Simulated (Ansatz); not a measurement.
V:

```
V
1.0
    -1.51435    1.51435    1.51435
     1.51435   -1.51435    1.51435
     1.51435    1.51435   -1.51435
V
1
Direct
  0.00000 0.00000 0.00000
```

| Item | Value |
| --- | --- |
| Program | Ansatz 0.2.0 |
| Task | relaxation of cell and atoms |
| Functional | PBEsol |
| Dispersion | D3(BJ) |
| Potentials or basis | all-electron LAPW, scalar-relativistic |
| Basis error allowed | 0.001 eV/atom |
| k mesh | 12 × 12 × 12 |
| Occupations | fermi-dirac, width 0.05 eV |
| Spin | collinear spin, ferromagnetic start |
| Starting moments | [2.0] μB |

At the start: volume 13.89 Å³/atom.

Question: How do energy, volume and symmetry change on relaxing?

Answer: Over 5 steps the energy falls by 101.2 meV/atom and the volume is 12.36 Å³/atom (-11.0 %); space group Im-3m (No. 229, to 0.05 Å); moment 0.00 μB per cell.

The path:
| step | energy change (eV) | largest force (eV/Å) | volume (Å³) |
| --- | --- | --- | --- |
| 1 | 0.0000 | 0.0000 | 13.89 |
| 2 | -0.0987 | 0.0000 | 12.15 |
| 3 | -0.1012 | 0.0000 | 12.40 |
| 4 | -0.1012 | 0.0000 | 12.36 |
| 5 | -0.1012 | 0.0000 | 12.36 |

Final structure:
```cif
data_structure
_symmetry_space_group_name_H-M 'P 1'
_symmetry_Int_Tables_number 1
_cell_length_a 2.5231
_cell_length_b 2.5231
_cell_length_c 2.5231
_cell_angle_alpha 109.471
_cell_angle_beta 109.471
_cell_angle_gamma 109.471
_cell_volume 12.36
loop_
_atom_site_label
_atom_site_type_symbol
_atom_site_fract_x
_atom_site_fract_y
_atom_site_fract_z
_atom_site_occupancy
V1 V 0.00000 0.00000 0.00000 1
```

Caveat: the volume moved by -11 % from the deposited cell, more than functionals usually miss; the starting moments weren't kept.
